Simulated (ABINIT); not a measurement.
Planning a run of ABINIT 10.8.3 on KCl (Sylvite). The input:

```
acell 3*1.0 Angstrom
rprim 
  -0.000000000000 3.146470000000 3.146470000000
  3.146470000000 0.000000000000 3.146470000000
  3.146470000000 3.146470000000 -0.000000000000
ntypat 2
znucl 19 17
natom 2
typat 1 2
xred 
  0.000000000000 0.000000000000 0.000000000000
  0.500000000000 0.500000000000 0.500000000000
pp_dirpath "pseudos"
pseudos "K.upf, Cl.upf"
ecut 33
ngkpt 4 4 4
nshiftk 1
shiftk 0 0 0
kptopt 1
chksymbreak 0
istwfk *1
occopt 1
irdwfk 1
optdriver 4
nband 242
gwcalctyp 0
ecutsigx 33
symsigma 1
nkptgw 1
kptgw 
  0.0000000000 0.0000000000 0.0000000000
bdgw 
  6 12
ecuteps 8
irdscr 1
ppmodel 1
indata_prefix "in"
outdata_prefix "out"
tmpdata_prefix "tmp"
```

```sh
OMP_NUM_THREADS=1 mpirun -n 4 abinit run.abi > log
```

Question: Estimate wall time and host memory on 4 MPI ranks of Arm Neoverse V1, shared host.

It took 37 s; on shared hardware allow 19 s to 75 s. Peak host memory was 2.3 GiB.

[Paths, hosts, dates, memory and timing lines, banners, echoed tables and standing remarks are left out of the program output.]

[Logs are printed without paths, hosts, clocks, repeated set-up lines and the standing remarks that a program may print on its own settings, such as how far it seeks lower states.]

[Runs of the session that timed out or met a known fault of the program may be left out.]

[Hosts, paths, dates, database ids (printed as entryN), source tags and the programs' standing remarks are cut or masked in the printed files.]

[G0W0 gaps are taken among the corrected bands and points alone; a level outside them can change the order at an edge.]

[Where Ansatz stands beside ABINIT at settings called matched, ABINIT's density can come from a denser mesh and the files from another edition; pairs whose starting gaps differed by over 0.03 eV were left out, so agreement reads better than it is.]
